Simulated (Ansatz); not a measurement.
# La2O3 (P-3m1) in Ansatz: reference runs

Reference runs on La2O3: the cell as given and a disturbed copy.

Everything below comes from runs of Ansatz 0.2.0. Logs are shortened: lines on timing, memory, paths and dates and some standing lists are left out, and cuts for length are marked.

## (1) The structure

Symmetry: P-3m1, No. 164, trigonal system. The conventional cell has a = 3.931 Å, b = 3.931 Å, c = 6.112 Å, α = 90.00°, β = 90.00°, γ = 120.00°. La (site symmetry 3m) has 4 O at 2.36 to 2.44 Å as nearest neighbours. O (site symmetry -3m) has 6 La at 2.72 Å as nearest neighbours. O (site symmetry 3m) is surrounded by 4 La at 2.36 to 2.44 Å.

The cell is a database's computed one.

## (2) Single point, PBE

input.yaml reads:

```yaml
crystal:
  lattice:
    - [3.930777878, 0.0, 0.0]
    - [-1.965388939, 3.404153499, 0.0]
    - [0.0, 0.0, 6.11195352]
  atoms:
    - { symbol: La, position: [0.3333333333, 0.6666666667, 0.24623568] }
    - { symbol: La, position: [0.6666666667, 0.3333333333, 0.75376432] }
    - { symbol: O, position: [0.0, 0.0, 0.0] }
    - { symbol: O, position: [0.3333333333, 0.6666666667, 0.64589065] }
    - { symbol: O, position: [0.6666666667, 0.3333333333, 0.35410935] }
kpoints:
  mp_grid: { grid: [8, 8, 5] }
scf:
  occupations: { method: fermi_dirac, width: 0.05 }
hamiltonian:
  xc: pbe
  pseudopotentials: { kind: all_electron, lapw: { basis_error: 0.001 } }
output:
  forces: true
  stress: true
  eigenvalues: true
  populations: true
```

Potentials or basis: all-electron LAPW, scalar-relativistic.

Command:

```bash
ansatz run input.yaml --threads 4 --pin off --max-ram 14336MiB --backend cpu --events-out ev --progress --plain --runs-dir out
```

Log:

```text
Warning: RAYON_NUM_THREADS=4 ignored (pool sized by the plan → 4); use --threads N
La: projections on atomic orbitals take those of the free atom 1s2 2s2 2p6 3s2 3p6 3d10 4s2 4p6 4d10 4f0 5s2 5p6 5d1 6s2, of charge +0.00 (hamiltonian.pseudopotentials.projection_atoms)
O: projections on atomic orbitals take those of the free atom 1s2 2s2 2p4, of charge +0.00 (hamiltonian.pseudopotentials.projection_atoms)
LAPW: plane waves up to 8.609 Å⁻¹, error target 1.0e-3 eV per atom; small_component_spin mean_spin; O in spheres of 1.088 Å, 6 of its electrons in bands, Dirac shells []; La in spheres of 1.276 Å, 29 of its electrons in bands, Dirac shells [] (how accurate: hamiltonian.pseudopotentials.lapw.basis_error, Limitations)
Engine: ansatz 0.2.0, x86_64-unknown-linux-gnu
Pseudopotentials: kind: all_electron
Pseudopotential: La, LAPW, valence charge 29, lapw/all_electron/scalar/gaussian/La, Koelling and Harmon's equation, gaussian nucleus
Pseudopotential: O, LAPW, valence charge 6, lapw/all_electron/scalar/gaussian/O, Koelling and Harmon's equation, gaussian nucleus
Functional definition: PBE
  parameter kappa = 0.804
  parameter beta = 0.06672455060314922
  exchange = pbe_x(kappa = kappa, mu = beta*pi^2/3)
  correlation = pbe_c(beta = beta)
Crystal: 5 atoms, lattice volume = 81.784 Å³
Basis set: ecut = 282.34547852637513 eV, 881 PW (Γ), exchange–correlation at level 2
Bands: 46, of which v1, the nominal top of the filled ones, is band 38 counted from 1 (37 counted from 0)
Symmetry: 12 space group operations
Space group: P-3m1 (ITA 164), of the structure as read, at distance tolerance 4.3e-5 Å
k-points: 40 of 320
Non-local potential: La, projectors of the file, none
Non-local potential: O, projectors of the file, none
Initial density: superposition of atomic densities (chi_scale 0.1, normalization cell, long waves kept (reshape's long-wave potential 0.04 eV rms))
Initial wavefunctions: plane waves of lowest kinetic energy (no species holds an atomic orbital)
Functional: x = pbe(κ = 0.804, μ = 0.2195149727645171), c = pbe(β = 0.06672455060314922)
iter 1 solved again at ethr=1.31e-2 eV; its pass at ethr=1.00e-1 eV (dr2=9.94e0 eV) is discarded
SCF iter   1: F=—  HF=-468376.833936 eV  |F-HF|=—  |Δ(HF+E_count)|=         —  Δρ=9.12e-2  dr2=9.94e0  ethr=1.31e-2  ⟨swp⟩=2.0  Hψ=12532  notcnv=0
preconditioner: auto → Resta (q_TF=auto, 2.695 Å⁻¹)  ε∞=3.9  [insulator: Δε(μ)=6.120 eV  Ē_g=14.494 eV  σ=0.050 eV  W_gap=1.00  n_scr=22 (ndim 8)  ℏωp=24.6 eV  f_vac=0.000  D(μ)=0.00/eV (n_scr^D=0)  ε∞_Penn≈3.9]
iter 2 solved again at ethr=7.73e-4 eV; its pass at ethr=1.31e-2 eV (dr2=5.88e-1 eV) is discarded
SCF iter   2: F=—  HF=-468372.470287 eV  |F-HF|=—  |Δ(HF+E_count)|=    4.36e0  Δρ=2.59e-2  dr2=5.89e-1  ethr=7.73e-4  ⟨swp⟩=2.1  Hψ=10651  notcnv=0
SCF iter   3: F=—  HF=-468371.245576 eV  |F-HF|=—  |Δ(HF+E_count)|=    1.22e0  Δρ=2.84e-2  dr2=1.09e0  ethr=7.73e-4  ⟨swp⟩=3.4  Hψ=7024  notcnv=0
SCF iter   4: F=—  HF=-468371.209852 eV  |F-HF|=—  |Δ(HF+E_count)|=         —  Δρ=1.08e-2  dr2=1.62e-1  ethr=7.73e-4  ⟨swp⟩=3.2  Hψ=6700  notcnv=0
the basis was enlarged: its passes take 794.6 KiB over the memory plan, 4 of 4 planned eigensolver slots
SCF iter   5: F=—  HF=-468371.146062 eV  |F-HF|=—  |Δ(HF+E_count)|=   6.38e-2  Δρ=7.98e-3  dr2=7.61e-2  ethr=2.13e-4  ⟨swp⟩=3.0  Hψ=6627  notcnv=0  defer=1
SCF iter   6: F=—  HF=-468371.108705 eV  |F-HF|=—  |Δ(HF+E_count)|=   3.74e-2  Δρ=3.47e-3  dr2=1.32e-2  ethr=1.00e-4  ⟨swp⟩=3.0  Hψ=6480  notcnv=0
SCF iter   7: F=—  HF=-468371.110498 eV  |F-HF|=—  |Δ(HF+E_count)|=   1.79e-3  Δρ=1.97e-3  dr2=5.18e-3  ethr=1.74e-5  ⟨swp⟩=3.0  Hψ=6588  notcnv=0
SCF iter   8: F=—  HF=-468371.109705 eV  |F-HF|=—  |Δ(HF+E_count)|=   7.92e-4  Δρ=7.08e-4  dr2=6.75e-4  ethr=6.82e-6  ⟨swp⟩=3.0  Hψ=6025  notcnv=0
SCF iter   9: F=—  HF=-468371.109651 eV  |F-HF|=—  |Δ(HF+E_count)|=   5.46e-5  Δρ=9.50e-5  dr2=1.43e-5  ethr=8.89e-7  ⟨swp⟩=3.0  Hψ=6214  notcnv=0
SCF iter  10: F=—  HF=-468371.109694 eV  |F-HF|=—  |Δ(HF+E_count)|=   4.36e-5  Δρ=2.50e-5  dr2=1.46e-6  ethr=1.88e-8  ⟨swp⟩=3.0  Hψ=6319  notcnv=0
SCF iter  11: F=—  HF=-468371.109694 eV  |F-HF|=—  |Δ(HF+E_count)|=   1.59e-8  Δρ=1.74e-5  dr2=3.45e-7  ethr=1.93e-9  ⟨swp⟩=3.0  Hψ=6263  notcnv=0
SCF iter  12: F=-468371.109694 eV  HF=-468371.109694 eV  |F-HF|=2.95e-8  |Δ(HF+E_count)|=   1.83e-7  Δρ=5.38e-6  dr2=2.40e-8  ethr=4.54e-10  ⟨swp⟩=3.0  Hψ=6208  notcnv=0
SCF 1 converged in 12 iterations: F = -468371.109694 eV  dr2 = 2.40e-8
SCF converged after 12 iterations
Free energy (F): -468371.109694 eV
Harris-Foulkes:  -468371.109694 eV  (|F-HF|=2.95e-8)
Internal energy: -468371.109694 eV  (E = F + TS)
E sigma→0 (E₀):  -468371.109694 eV
Fermi energy:    14.416136 eV
--- Per-component energies (eV) ---
  E_band       = -4624.013525
  E_kinetic    = 499803.925023
  E_xc         = -11804.068073
  E_electrostatic = -956370.966644  (all electrons and nuclei)
  E_smearing   = -0.000000  (= −TS)
  E_closure    = 0.000000  (closes the sum)
  E_atoms      = -468329.423351  (free atoms, spherical and without spin; not in F)
  Σ components = -468371.109694   (vs F -468371.109694, Δ=0.00e0)
  Basis errors (estimates in eV, not in F): energy 4.9e-4 per atom: plane waves 4.5e-4 (2.5e-4 summed), levels above the bands 1.2e-30, relativity 1.3e-7, radial functions 4.3e-5, core shells 9.3e-7; eigenvalues (radial functions only) 3.3e-6; not estimated: angular momenta, meshes, grids; target (lapw.basis_error) 1.0e-3; muffin-tin radii O 1.088 Å, La 1.276 Å
--- Forces (eV/Å), atoms counted from 1 ---
  atom   1  La     0.00000000    -0.00000000    -0.01610230
  atom   2  La     0.00000000     0.00000000     0.01610230
  atom   3  O      0.00000000    -0.00000000     0.00000000
  atom   4  O      0.00000000    -0.00000000     0.00778699
  atom   5  O     -0.00000000     0.00000000    -0.00778699
  max |Σ_I F_I| component: 9.25e-18 eV/Å
--- Stress (GPa, compression-positive) ---
        1.826602      -0.000000       0.000000
       -0.000000       1.826602      -0.000000
        0.000000      -0.000000       2.091479
  P = ⅓ Tr σ = 1.9149 GPa (19.149 kbar)
--- Band table (eV; the first three rows and the last of 40) ---
  k-point 0: bands = ["-243.7009", "-243.7009", "-177.3054", "-177.3054", "-177.2811", "-177.2811", "-177.2811", "-177.2811", "-81.3029", "-81.3029", "-81.3028", "-81.3028", "-81.3010", "-81.3010", "-81.2777", "-81.2777", "-81.2777", "-81.2777", "-17.3394", "-17.0947", "-4.4666", "-3.2226", "-2.7673", "-0.8001", "-0.8001", "-0.5658", "-0.5658", "-0.4685", "0.2701", "10.0909", "10.0909", "10.2739", "10.2739", "10.3941", "10.8133", "12.0901", "12.0901", "12.3521", "16.7579", "17.0456", "17.0456", "17.6239", "17.7800", "17.7800", "17.7893", "17.9975"]
  k-point 1: bands = ["-243.7009", "-243.7009", "-177.3054", "-177.3054", "-177.2811", "-177.2811", "-177.2811", "-177.2811", "-81.3029", "-81.3029", "-81.3028", "-81.3028", "-81.3010", "-81.3010", "-81.2777", "-81.2777", "-81.2777", "-81.2777", "-17.3172", "-17.1186", "-4.4080", "-3.2212", "-2.8760", "-0.7804", "-0.7804", "-0.5861", "-0.5861", "-0.3949", "0.2660", "9.9209", "9.9209", "10.1254", "10.4351", "10.4351", "11.0933", "12.1205", "12.1205", "12.1491", "16.8512", "17.0889", "17.0889", "17.6449", "17.7338", "17.7823", "17.7823", "17.9925"]
  k-point 2: bands = ["-243.7009", "-243.7009", "-177.3054", "-177.3054", "-177.2811", "-177.2811", "-177.2811", "-177.2811", "-81.3029", "-81.3029", "-81.3028", "-81.3028", "-81.3010", "-81.3010", "-81.2777", "-81.2777", "-81.2777", "-81.2777", "-17.2592", "-17.1793", "-4.2950", "-3.2483", "-3.0313", "-0.7337", "-0.7337", "-0.6339", "-0.6339", "-0.2838", "0.2578", "9.7775", "9.7775", "9.9008", "10.5594", "10.5594", "11.3888", "11.7809", "12.1767", "12.1767", "17.0546", "17.1534", "17.1534", "17.4573", "17.7953", "17.7953", "17.9292", "17.9292"]
  k-point 39: bands = ["-243.7009", "-243.7009", "-177.3054", "-177.3054", "-177.2811", "-177.2811", "-177.2811", "-177.2811", "-81.3029", "-81.3028", "-81.3028", "-81.3028", "-81.3010", "-81.3010", "-81.2777", "-81.2777", "-81.2777", "-81.2777", "-17.0765", "-17.0651", "-4.8776", "-4.7856", "-3.2082", "-1.3270", "-0.9083", "-0.8279", "-0.4234", "0.6522", "0.8175", "10.0073", "10.3983", "10.7835", "11.0079", "11.2333", "11.8433", "11.9625", "12.2872", "12.3018", "16.7047", "17.1595", "17.3963", "17.4410", "17.6491", "17.7770", "17.7962", "17.7989"]
--- Löwdin populations: 5 sites ---
  site symbol       q [e]
     0     La     56.0601
     1     La     56.0601
     2      O      8.6945
     3      O      8.5439
     4      O      8.5439
  spilling = 0.000707 (of n_electrons = 138.000000)
```

populations.tsv:

```text
# site	symbol	l	j	q
# orbitals = lowdin
# n_electrons = 138.000000
# spilling = 0.000707
# projection_atom_La: 1s2 2s2 2p6 3s2 3p6 3d10 4s2 4p6 4d10 4f0 5s2 5p6 5d1 6s2
# projection_atom_O: 1s2 2s2 2p4
0	La	0_1S	-	1.999999
0	La	0_2S	-	1.999968
0	La	0_3S	-	1.999554
0	La	0_4S	-	1.995074
0	La	0_5S	-	1.926269
0	La	0_6S	-	0.327665
0	La	1_2P	-	6.000000
0	La	1_3P	-	5.999991
0	La	1_4P	-	5.999397
0	La	1_5P	-	5.929700
0	La	2_3D	-	10.000000
0	La	2_4D	-	9.999789
0	La	2_5D	-	1.609713
0	La	3_4F	-	0.272959
1	La	0_1S	-	1.999999
1	La	0_2S	-	1.999968
1	La	0_3S	-	1.999554
1	La	0_4S	-	1.995074
1	La	0_5S	-	1.926269
1	La	0_6S	-	0.327665
1	La	1_2P	-	6.000000
1	La	1_3P	-	5.999991
1	La	1_4P	-	5.999397
1	La	1_5P	-	5.929700
1	La	2_3D	-	10.000000
1	La	2_4D	-	9.999789
1	La	2_5D	-	1.609713
1	La	3_4F	-	0.272959
2	O	0_1S	-	1.998310
2	O	0_2S	-	1.757407
2	O	1_2P	-	4.938751
3	O	0_1S	-	1.997376
3	O	0_2S	-	1.692521
3	O	1_2P	-	4.854033
4	O	0_1S	-	1.997376
4	O	0_2S	-	1.692521
4	O	1_2P	-	4.854033
```

Wall time 39 s (4 threads of AMD EPYC, shared host); peak memory 0.59 GiB.

Results:

* Free energy: -468371.1097 eV
* Pressure: 1.9 GPa
* Largest force: 0.016 eV/Å
* Band gap on the k mesh: 3.88 eV, indirect (least direct gap 4.06 eV)
* Loewdin charges: La +0.94; O -0.69, -0.54 e

Forces in eV/Å, atoms in the order of the input:
```
La   0.000  0.000 -0.016
La   0.000  0.000  0.016
O    0.000  0.000  0.000
O    0.000  0.000  0.008
O    0.000  0.000 -0.008
```

Stress tensor (GPa, compression positive):
```
1.83 0.00 0.00
0.00 1.83 0.00
0.00 0.00 2.09
```

Caveat: spin-orbit coupling is left out, which moves the levels of the heavy elements; an odd mesh through Γ misses points on the zone boundary, where band edges often lie.

## (3) Single point, PBE (atoms moved at random, drawn with an rms of 0.05 Å)

input.yaml reads:

```yaml
crystal:
  lattice:
    - [3.930777878, 0.0, 0.0]
    - [-1.965388939, 3.404153499, 0.0]
    - [0.0, 0.0, 6.11195352]
  atoms:
    - { symbol: La, position: [0.339467, 0.658808, 0.24598] }
    - { symbol: La, position: [0.675463, 0.338737, 0.755228] }
    - { symbol: O, position: [0.005562, 0.002475, -0.003356] }
    - { symbol: O, position: [0.336211, 0.664329, 0.650156] }
    - { symbol: O, position: [0.671944, 0.326646, 0.356986] }
kpoints:
  mp_grid: { grid: [8, 8, 5] }
scf:
  occupations: { method: fermi_dirac, width: 0.05 }
hamiltonian:
  xc: pbe
  pseudopotentials: { kind: all_electron, lapw: { basis_error: 0.001 } }
output:
  forces: true
  stress: true
  eigenvalues: true
  populations: true
```

Potentials or basis: all-electron LAPW, scalar-relativistic.

Command:

```bash
ansatz run input.yaml --threads 4 --pin off --max-ram 14336MiB --backend cpu --events-out ev --progress --plain --runs-dir out
```

Run time: 4.4 min. Hardware: 4 threads of AMD EPYC, shared host; peak memory 1.2 GiB.

Results (log left out):

```
Free energy            : -468371.0979 eV
Pressure               : 1.8 GPa
Largest force          : 0.255 eV/Å
Band gap on the k mesh : 3.84 eV, indirect (least direct gap 4.04 eV)
Loewdin charges        : La +0.95, +0.93; O -0.69, -0.55 e
```

Forces on the atoms (eV/Å):
```
La  -0.053  0.063  0.149
La  -0.016 -0.181  0.008
O    0.015 -0.053  0.249
O    0.079  0.101 -0.205
O   -0.025  0.069 -0.201
```

Stress tensor (GPa, compression positive):
```
 2.20  0.00  0.08
 0.00  1.37 -0.34
 0.08 -0.34  1.92
```

Levels at points of the mesh, in eV from the valence-band top:
```csv
k point,band 34,band 35,band 36,band 37,band 38,band 39,band 40,band 41,band 42,band 43
"(0.00, 0.00, 0.00)",-2.05,-1.64,-0.38,-0.35,-0.10,4.31,4.56,4.58,5.16,5.28
"(0.00, -0.50, 0.00)",-0.74,-0.69,-0.64,-0.37,-0.25,3.88,4.69,5.08,5.15,5.17
"(-0.50, 0.00, 0.00)",-0.74,-0.71,-0.61,-0.40,-0.28,3.84,4.67,5.09,5.15,5.18
"(-0.50, -0.50, 0.00)",-0.75,-0.68,-0.61,-0.40,-0.29,3.85,4.67,5.09,5.15,5.17
```

Caveat: spin-orbit coupling is left out, which moves the levels of the heavy elements; an odd mesh through Γ misses points on the zone boundary, where band edges often lie.
